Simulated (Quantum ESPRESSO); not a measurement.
**AlCo: equation of state with LDA**

The system is AlCo.

```
Co Al
1.0
     2.81940    0.00000    0.00000
     0.00000    2.81940    0.00000
     0.00000    0.00000    2.81940
Co Al
1 1
Direct
  0.50000 0.50000 0.50000
  0.00000 0.00000 0.00000
```

The cell is a database's computed one.

```json
{"Program": "Quantum ESPRESSO 7.5", "Task": "equation of state", "Functional": "LDA", "Potentials or basis": "GBRV 1.5 LDA", "Cutoff": "762 eV", "Density cutoff": "6095 eV", "k mesh": "9 × 9 × 9", "Occupations": "fermi-dirac, width 0.05 eV", "Spin": "collinear spin, ferromagnetic start", "Starting moments": "[2.0, 0.0] μB"}
```

* Equilibrium volume: 10.91 Å³/atom
* Bulk modulus: 209 GPa
* Pressure derivative of the bulk modulus: 4.3

Energy against volume, from the lowest point:
```csv
volume (Å³/atom),energy (meV/atom)
10.533,8.47
10.758,1.03
10.982,0.00
11.206,4.76
11.430,14.75
11.654,29.37
11.878,48.16
```

All runs of the series together: 61 s on 2 threads of Intel(R) Xeon(R) 6975P-C (Granite Rapids) (shared host).
